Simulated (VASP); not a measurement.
# Si3Ge (P6/mmm) in VASP: notebook

One crystal, Si3Ge, is run at these levels: PBE; tasks: relaxation of cell and atoms, single point.

Everything below comes from runs of VASP 6.6.1. Logs are shortened: lines on timing, memory, paths and dates and some standing lists are left out, and cuts for length are marked.

**1. The cell of the first run**

The structure is hexagonal, space group P6/mmm (No. 191). Conventional cell: a = 2.656 Å, b = 2.656 Å, c = 10.792 Å, α = 90.00°, β = 90.00°, γ = 120.00°. Si (site symmetry 6/mmm) has 8 Si at 2.61 to 2.66 Å as nearest neighbours. Around Si (site symmetry 6mm) lie 7 Si at 2.61 to 2.66 Å and 1 Ge at 2.79 Å. Ge (site symmetry 6/mmm) is surrounded by 6 Ge at 2.66 Å and 2 Si at 2.79 Å.

The cell was built by a generator and needn't be a form met in nature.

**2. Relaxation of cell and atoms, PBE (random cell by space group and Wyckoff sites (P6/mmm, No. 191))**

Contents of INCAR:

```
SYSTEM = Si3Ge
PREC = Accurate
ENCUT = 600
EDIFF = 1E-6
ISMEAR = 0
SIGMA = 0.1
LREAL = .FALSE.
LASPH = .TRUE.
NELM = 100
ALGO = Normal
ISIF = 3
LWAVE = .FALSE.
LCHARG = .FALSE.
GGA = PE
IBRION = 2
NSW = 90
EDIFFG = -0.04
```

Contents of KPOINTS:

```
Automatic mesh
0
G
  9 9 2
  0 0 0
```

Contents of POSCAR:

```
Si3Ge
1.0
    2.6556879408      0.0000000000      0.0000000000
   -1.3278439704      2.2998932212      0.0000000000
    0.0000000000      0.0000000000     10.7917087912
Si Ge
3 1
Direct
    0.0000000000      0.0000000000      0.5000000000
    0.0000000000      0.0000000000      0.7415312181
    0.0000000000      0.0000000000      0.2584687819
    0.0000000000      0.0000000000      0.0000000000
```

Potentials or basis: VASP PAW PBE potentials, release 64 (Si, Ge_d).

Started as:

```sh
$ cat potpaw_PBE.64/Si/POTCAR potpaw_PBE.64/Ge_d/POTCAR > POTCAR
$ mpirun -np 1 vasp_std > vasp.out
```

OUTCAR:

```text
SYSTEM = Si3Ge
   PREC = Accurate
   ENCUT = 600
   EDIFF = 1E-6
   ISMEAR = 0
   LREAL = .FALSE.
   LASPH = .TRUE.
   NELM = 100
   ISIF = 3
   GGA = PE
   IBRION = 2
   NSW = 90
   EDIFFG = -0.04

 ion  position               nearest neighbor table
   1  0.000  0.000  0.500-   2 2.61   3 2.61
   2  0.000  0.000  0.742-   1 2.61   4 2.79
   3  0.000  0.000  0.258-   1 2.61   4 2.79
   4  0.000  0.000  0.000-   2 2.79   3 2.79

  LATTYP: Found a hexagonal cell.
 ALAT       =     2.6556879408
 C/A-ratio  =     4.0636208138

  Lattice vectors:

 A1 = (   2.6556879408,   0.0000000000,   0.0000000000)
 A2 = (  -1.3278439704,   2.2998932212,   0.0000000000)
 A3 = (   0.0000000000,   0.0000000000,  10.7917087912)

Analysis of symmetry for initial positions (statically):
=====================================================================
 Subroutine PRICEL returns:
 Original cell was already a primitive cell.

 Routine SETGRP: Setting up the symmetry group for a
 hexagonal supercell.

 Subroutine GETGRP returns: Found 24 space group operations
 (whereof 24 operations were pure point group operations)
 out of a pool of 24 trial point group operations.

The static configuration has the point symmetry D_6h.

Analysis of symmetry for dynamics (positions and initial velocities):
=====================================================================
 Subroutine PRICEL returns:
 Original cell was already a primitive cell.

 Routine SETGRP: Setting up the symmetry group for a
 hexagonal supercell.

 Subroutine GETGRP returns: Found 24 space group operations
 (whereof 24 operations were pure point group operations)
 out of a pool of 24 trial point group operations.

The dynamic configuration has the point symmetry D_6h.

 Subroutine INISYM returns: Found 24 space group operations
 (whereof 24 operations are pure point group operations),
 and found     1 'primitive' translations

----------------------------------------------------------------------------------------

                                     Primitive cell

  volume of cell :      65.9136

  direct lattice vectors                    reciprocal lattice vectors
     2.655687941  0.000000000  0.000000000     0.376550266  0.217401397  0.000000000
    -1.327843970  2.299893221  0.000000000     0.000000000  0.434802795  0.000000000
     0.000000000  0.000000000 10.791708791     0.000000000  0.000000000  0.092663731

  length of vectors
[... 75 lines left out ...]
 SYSTEM =  Si3Ge
   PREC   = accura    normal or accurate (medium, high low for compatibility)
   ISTART =      0    job   : 0-new  1-cont  2-samecut
   ICHARG =      2    charge: 1-file 2-atom 10-const
   ISPIN  =      1    spin polarized calculation?
   LNONCOLLINEAR =      F non collinear calculations
   LSORBIT =      F    spin-orbit coupling
   LASPH  =      T    aspherical Exc in radial PAW
   ENCUT  =  600.0 eV  44.10 Ry    6.64 a.u.   5.30  5.30 21.55*2*pi/ulx,y,z
   NELM   =    100;   NELMIN=  2; NELMDL= -5     # of ELM steps
   EDIFF  = 0.1E-05   stopping-criterion for ELM
   LREAL  =      F    real-space projection
   EDIFFG = -.4E-01   stopping-criterion for IOM
   NSW    =     90    number of steps for IOM
   IBRION =      2    ionic relax: 0-MD 1-quasi-New 2-CG
   NFREE  =      1    steps in history (QN), initial steepest desc. (CG)
   ISIF   =      3    stress and relaxation
   ISYM   =      2    0-nonsym 1-usesym 2-fastsym
   POTIM  = 0.5000    time-step for ionic-motion
   TEBEG  =    0.0;   TEEND  =   0.0 temperature during run
   PSTRESS=    0.0 pullay stress
   NELECT =      26.0000    total number of electrons
   NUPDOWN=      -1.0000    fix difference up-down
   EMIN   =  10.00;   EMAX   =-10.00  energy-range for DOS
   EFERMI =   0.00;   METHOD = LEGACY
   ISMEAR =     0;   SIGMA  =   0.10  broadening in eV -4-tet -1-fermi 0-gaus
   EFERMI_NEDOS =   21; number of points for ismear=-14 and -15
   IALGO  =     38    algorithm
   IMIX   =      4    mixing-type and parameters
     AMIX     =   0.40;   BMIX     =  1.00
     AMIX_MAG =   1.60;   BMIX_MAG =  1.00
  volume/ion in A,a.u.               =      16.48       111.20
  Fermi-wavevector in a.u.,A,eV,Ry     =   1.200626  2.268854 19.612826  1.441502
  Thomas-Fermi vector in A             =   2.336457
   LORBIT       =      0    0 simple, 1 ext, 2 COOP (PROOUT), +10 PAW based schemes
   GGA     = PE    functional components
   LHFCALC =     F    Hartree Fock is set to
   AEXX    =    0.0000 exact exchange contribution
   IVDW    =     0    specifies the selected vdW correction
   LEPSILON=     F    determine dielectric tensor
   LRPA    =     F    only Hartree local field effects (RPA)
 conjugate gradient relaxation of ions
 non-spin polarized calculation
 Gauss-broadening in eV      SIGMA  =   0.10
  energy-cutoff  :      600.00
  volume of cell :       65.91
 maximum number of plane-waves:      2222
 NGX is ok and might be reduce to    24
   NGX = 11   NGY = 11   NGZ = 43

--------------------------------------- Ionic step        1  -------------------------------------------

 number of electron      25.9999995 magnetization

 Free energy of the ion-electron system (eV)
  ---------------------------------------------------
  ext. energy  EPLUGINS =         0.00000000
  ---------------------------------------------------
  free energy    TOTEN  =       -19.16438418 eV

  energy without entropy =      -19.14863485  energy(sigma->0) =      -19.15650952

------------------------ aborting loop because EDIFF is reached ----------------------------------------

  FORCE on cell =-STRESS in cart. coord.  units (eV):
  Direction    XX          YY          ZZ          XY          YZ          ZX
  --------------------------------------------------------------------------------------
  -------------------------------------------------------------------------------------
  Total        1.6392895      1.6392895     -3.8865375      0.0000000      0.0000000      0.0000000
  in kB       39.8466038     39.8466038    -94.4709993      0.0000000      0.0000000      0.0000000
  external PRESSURE =      -4.9259306 kB  Pullay stress =       0.0000000 kB
[... 291 lines left out ...]
--------------------------------------- Ionic step        9  -------------------------------------------

 number of electron      26.0000003 magnetization

 Free energy of the ion-electron system (eV)
  ---------------------------------------------------
  ext. energy  EPLUGINS =         0.00000000
  ---------------------------------------------------
  free energy    TOTEN  =       -19.30824396 eV

  energy without entropy =      -19.29303981  energy(sigma->0) =      -19.30064188

 E-fermi :   8.5411     XC(G=0): -11.0504

 val. band max:        8.5075447889   @ k =   0.2222  -0.0000   0.0000
 cond. band min:       8.5510075592   @ k =   0.3333   0.2222   0.0000
 fundamental gap:      0.0434627704
 Fermi energy:         8.5411365886

 k-point     1 :       0.0000    0.0000    0.0000
  band No.  band energies     occupation
      1     -16.2714      2.00000
      2     -16.2714      2.00000
      3     -16.2560      2.00000
      4     -16.0874      2.00000
      5     -16.0874      2.00000
      6      -5.2210      2.00000
[... 500 lines left out ...]
  FREE ENERGIE OF THE ION-ELECTRON SYSTEM (eV)
  ---------------------------------------------------
  free  energy   TOTEN  =       -19.3082439562 eV

  energy  without entropy=      -19.2930398060  energy(sigma->0) =      -19.30064188

 reached required accuracy - stopping structural energy minimisation
```

CONTCAR:

```text
Si3Ge
   1.00000000000000
     2.6891683102036943    0.0000000000000000    0.0000000000000000
    -1.3445841551018471    2.3288880716295863    0.0000000000000000
    -0.0000000000000000   -0.0000000000000000   10.2449815035691589
  Si              Ge
     3     1
Direct
     0.0000000000000000    0.0000000000000000    0.5000000000000000
     0.0000000000000000    0.0000000000000000    0.7421093713666936
     0.0000000000000000    1.0000000000000000    0.2578906286333066
     0.0000000000000000    0.0000000000000000    1.0000000000000000

  0.00000000E+00  0.00000000E+00  0.00000000E+00
  0.00000000E+00  0.00000000E+00  0.00000000E+00
  0.00000000E+00  0.00000000E+00  0.00000000E+00
  0.00000000E+00  0.00000000E+00  0.00000000E+00
```

Run time: 2.3 min. Hardware: 1 thread of Intel Xeon Platinum 8559C (Emerald Rapids), shared host; peak memory 0.24 GiB.

What came out:

* Free energy: -19.3082 eV
* Relaxed volume: 16.04 Å³/atom
* Relaxed cell: a = 2.689 Å, b = 2.689 Å, c = 10.245 Å, α = 90.00°, β = 90.00°, γ = 120.00°
* Space group after relaxing (to 0.05 Å): P6/mmm (No. 191)
* Energy gained by relaxing: 36.0 meV/atom
* Ionic steps: 9
* Pressure after relaxing: 0.0 GPa
* Largest force after relaxing: 0.012 eV/Å

Forces on the atoms (eV/Å):
```
Si   0.000  0.000  0.000
Si   0.000  0.000  0.012
Si   0.000  0.000 -0.012
Ge   0.000  0.000  0.000
```

Step by step:
```tsv
step	energy change (eV)	largest force (eV/Å)	pressure (GPa)	volume (Å³)
1	0.0000	0.1885	-0.49	65.91
2	-0.1373	0.0715	-1.28	65.33
3	-0.1373	0.0664	-1.46	65.34
4	-0.1418	0.1105	0.42	63.92
5	-0.1423	0.1007	0.10	64.24
6	-0.1423	0.0995	-0.08	64.29
7	-0.1423	0.1002	0.05	64.27
8	-0.1432	0.0667	0.01	64.23
9	-0.1439	0.0122	0.02	64.16
```

Final structure:
```
CELL_PARAMETERS angstrom
2.68917 0.00000 0.00000
-1.34458 2.32889 0.00000
0.00000 0.00000 10.24498
ATOMIC_POSITIONS crystal
Si 0.00000 0.00000 0.50000
Si 0.00000 0.00000 0.74211
Si 0.00000 0.00000 0.25789
Ge 0.00000 0.00000 0.00000
```

Levels at points of the mesh, in eV from the Fermi level:
```
           k point  band 11  band 12  band 13  band 14  band 15  band 16
(0.00, 0.00, 0.00)    -1.22    -1.06     7.10     7.92     9.66     9.66
(0.00, 0.00, 0.50)    -4.56     2.64     3.36     9.77     9.77    10.25
```

Caveat: the bands computed are all filled at some k points, so no gap is given.

**3. Single point, PBE (random cell by space group and Wyckoff sites (P6/mmm, No. 191))**

Contents of INCAR:

```
SYSTEM = Si3Ge
PREC     = Accurate       ! precision mode
ENCUT    = 520            ! plane-wave cutoff, eV
EDIFF    = 1E-6           ! SCF threshold, eV
ISMEAR   = 0              ! smearing method
SIGMA    = 0.1            ! smearing width, eV
LREAL    = .FALSE.        ! projectors in reciprocal space
LASPH    = .TRUE.         ! aspherical terms in the spheres
NELM     = 100            ! most SCF steps
ALGO     = Normal         ! electronic algorithm
ISIF     = 2              ! what is computed and relaxed
LWAVE    = .FALSE.        ! write WAVECAR
LCHARG   = .TRUE.         ! write CHGCAR
GGA      = PE             ! functional
LELF     = .TRUE.         ! ELF
LVHAR    = .TRUE.       
NBANDS   = 21             ! bands
```

Contents of KPOINTS:

```
Automatic mesh
0
G
  6 6 2
  0 0 0
```

POSCAR: that of step 2 with these lines changed.

```diff
@@ -2,4 +2,4 @@
 1.0
-    2.6556879408      0.0000000000      0.0000000000
-   -1.3278439704      2.2998932212      0.0000000000
+    2.6556879408     -0.0000000024      0.0000000000
+   -1.3278439683      2.2998932224      0.0000000000
     0.0000000000      0.0000000000     10.7917087912
```

Potentials or basis: VASP PAW PBE potentials, release 64 (Si, Ge_d).

Started as:

```sh
$ cat potpaw_PBE.64/Si/POTCAR potpaw_PBE.64/Ge_d/POTCAR > POTCAR
$ mpirun -np 1 vasp_std > vasp.out
```

Wall time 13 s (1 thread of Intel Xeon Platinum 8559C (Emerald Rapids), shared host); peak memory 0.17 GiB.

Results (log left out):

```yaml
Free_energy: -19.3597 eV
Pressure: 0.1 GPa
Largest_force: 0.030 eV/Å
Band_gap_on_the_k_mesh: none (metal or under the smearing width)
```

Forces on the atoms (eV/Å):
```
Si   0.000  0.000  0.000
Si   0.000  0.000  0.030
Si   0.000  0.000 -0.030
Ge   0.000  0.000  0.000
```

Stress tensor (GPa, compression positive):
```
 0.94  0.00  0.00
 0.00  0.94  0.00
 0.00  0.00 -1.60
```

Levels at points of the mesh, in eV from the Fermi level:
```csv
k point,band 11,band 12,band 13,band 14,band 15,band 16
"(0.00, 0.00, 0.00)",-1.95,-1.83,5.25,7.05,10.46,10.46
"(0.50, 0.00, 0.00)",-5.05,-3.37,-2.91,-1.45,2.17,3.44
"(0.00, 0.00, 0.50)",-4.84,1.51,2.16,10.02,10.52,10.52
"(0.50, 0.00, 0.50)",-4.19,-4.05,-3.87,0.29,0.76,3.04
```

Caveat: the k mesh is coarse (spacing up to 0.46 Å⁻¹), so the values aren't converged.

**4. Relaxation of cell and atoms, PBE (random cell by space group and Wyckoff sites (P6/mmm, No. 191))**

Contents of INCAR:

```
PREC = Accurate
ENCUT = 600
EDIFF = 1E-6
ISMEAR = 0
SIGMA = 0.1
LREAL = False
LASPH = True
NELM = 100
ALGO = Normal
ISIF = 3
LWAVE = False
LCHARG = False
GGA = PE
IBRION = 2
NSW = 90
EDIFFG = -0.04
```

Contents of KPOINTS:

```
Automatic mesh
0
Gamma
  6 6 2
```

Contents of POSCAR:

```
Si3Ge
1.0
    3.2088792900      0.0000000000      0.0000000000
   -1.6044396400      2.7789709800      0.0000000000
    0.0000000000      0.0000000000      7.5762546500
Si Ge
3 1
Direct
    0.0000000000      0.0000000000      0.5000000000
    0.0000000000      0.0000000000      0.7048046000
    0.0000000000      0.0000000000      0.2951954000
    0.0000000000      0.0000000000      0.0000000000
```

Started as:

```sh
$ cat potpaw_PBE.64/Si/POTCAR potpaw_PBE.64/Ge_d/POTCAR > POTCAR
$ mpirun -np 1 vasp_std > vasp.out
```

Wall time 11 min (1 thread of Intel Xeon Platinum 8559C (Emerald Rapids), shared host); peak memory 0.23 GiB.

The run converged. Its results:

```yaml
Free_energy: -19.3325 eV
Relaxed_volume: 16.48 Å³/atom
Relaxed_cell: a = 2.655 Å, b = 2.655 Å, c = 10.798 Å, α = 90.00°, β = 90.00°, γ = 120.00°
Space_group_after_relaxing_to_0.05_Å: P6/mmm (No. 191)
Energy_gained_by_relaxing: 4639.8 meV/atom
Ionic_steps: 37
Pressure_after_relaxing: 0.2 GPa
Largest_force_after_relaxing: 0.027 eV/Å
```

Forces in eV/Å, atoms in the order of the input:
```
Si   0.000  0.000  0.000
Si   0.000  0.000  0.027
Si   0.000  0.000 -0.027
Ge   0.000  0.000  0.000
```

Stress tensor (GPa, compression positive):
```
0.21 0.00 0.00
0.00 0.21 0.00
0.00 0.00 0.04
```

The path:
| step | energy change (eV) | largest force (eV/Å) | pressure (GPa) | volume (Å³) |
| --- | --- | --- | --- | --- |
| 1 | 0.0000 | 32.9930 | 89.03 | 67.56 |
| 2 | 8.9223 | 40.1501 | 29.29 | 154.55 |
| 3 | 9.6385 | 41.2621 | 29.81 | 155.33 |
| 4 | 132.9439 | 1.5589 | -83.33 | 326.61 |
| 5 | 18.1575 | 1.3201 | -41.37 | 217.32 |
| 6 | 1.9093 | 5.9013 | -19.93 | 183.61 |
| 7 | 0.4958 | 9.9719 | -12.15 | 175.55 |
| 8 | 0.2518 | 12.8221 | -6.89 | 171.01 |
| 9 | -4.8053 | 16.4291 | 6.63 | 137.59 |
| 10 | -3.7430 | 28.3941 | 46.31 | 97.55 |
| 11 | -5.0742 | 25.7464 | 43.96 | 95.49 |
| 12 | -8.1876 | 19.6439 | 38.82 | 89.47 |
| 13 | -11.8857 | 12.4131 | 34.21 | 78.15 |
| 14 | -14.3273 | 7.5593 | 41.35 | 58.27 |
| 15 | 15.0946 | 28.6686 | 509.80 | 28.44 |
| 16 | 2.7780 | 39.9844 | 147.39 | 56.45 |
| 17 | -2.9523 | 24.7286 | 191.48 | 41.05 |
| 18 | -1.2352 | 17.5604 | 273.61 | 34.41 |
| 19 | -9.0229 | 6.3118 | 171.11 | 37.84 |
| 20 | -13.6194 | 0.3790 | 101.65 | 42.18 |
| 21 | -16.3759 | 4.0694 | 42.58 | 51.77 |
| 22 | -16.4570 | 4.2746 | 36.81 | 53.82 |
| 23 | -16.3910 | 4.9655 | 28.57 | 58.09 |
| 24 | -17.0936 | 3.3927 | 19.77 | 60.08 |
| 25 | -17.9458 | 1.9629 | 7.92 | 64.38 |
| 26 | -18.1933 | 0.0027 | -6.16 | 73.51 |
| 27 | -18.3325 | 0.3678 | -2.08 | 70.63 |
| 28 | -18.3354 | 0.4712 | -1.50 | 70.02 |
| 29 | -18.3348 | 0.5168 | -1.19 | 69.77 |
| 30 | -18.3563 | 0.5373 | -1.29 | 69.63 |
| 31 | -18.4123 | 0.6039 | -1.39 | 69.20 |
| 32 | -18.4737 | 0.6306 | -1.37 | 68.27 |
| 33 | -18.5023 | 0.5238 | -1.05 | 67.63 |
| 34 | -18.5487 | 0.1687 | 0.43 | 65.71 |
| 35 | -18.5498 | 0.0833 | 0.87 | 65.30 |
| 36 | -18.5585 | 0.0386 | 0.29 | 65.76 |
| 37 | -18.5590 | 0.0273 | 0.15 | 65.91 |

Final structure:
```xyz
4
Lattice="2.6548 0.0000 0.0000 -1.3274 2.2991 0.0000 0.0000 0.0000 10.7978" Properties=species:S:1:pos:R:3 pbc="T T T"
Si    0.0000    0.0000    5.3989
Si    0.0000    0.0000    8.0013
Si    0.0000    0.0000    2.7965
Ge    0.0000    0.0000    0.0000
```

Levels at points of the mesh, in eV from the Fermi level:
```
           k point  band 11  band 12  band 13  band 14  band 15  band 16
(0.00, 0.00, 0.00)    -1.97    -1.85     5.21     7.02    10.45    10.45
(0.50, 0.00, 0.00)    -5.06    -3.38    -2.92    -1.47     2.15     3.42
(0.00, 0.00, 0.50)    -4.85     1.47     2.15     9.99    10.51    10.51
(0.50, 0.00, 0.50)    -4.21    -4.05    -3.88     0.27     0.76     3.02
```

Caveat: the k mesh is coarse (spacing up to 0.41 Å⁻¹), so the values aren't converged; the bands computed are all filled at some k points, so no gap is given.

**5. Overview**

```csv
task,cell,k mesh,cutoff (eV),mesh quality,pressure (GPa),relaxed volume (Å³/atom),largest force (eV/Å)
relaxation of cell and atoms,"relaxed from: random cell by space group and Wyckoff sites (P6/mmm, No. 191)",9 × 9 × 2,600,not flagged,0.0,16.04,0.01
single point,"random cell by space group and Wyckoff sites (P6/mmm, No. 191)",6 × 6 × 2,520,coarse,0.1,-,0.03
relaxation of cell and atoms,"relaxed from: random cell by space group and Wyckoff sites (P6/mmm, No. 191)",6 × 6 × 2,600,coarse,0.2,16.48,0.03
```

Alike in all rows: level PBE; potentials or basis VASP PAW PBE potentials, release 64 (Si, Ge_d); no spin polarisation; smearing gaussian 0.1 eV.

Caveats: some runs use coarse meshes; the bands computed are all filled at some k points, so no gap is given (some runs).

Absolute energies hang on the potentials; compare differences alone.
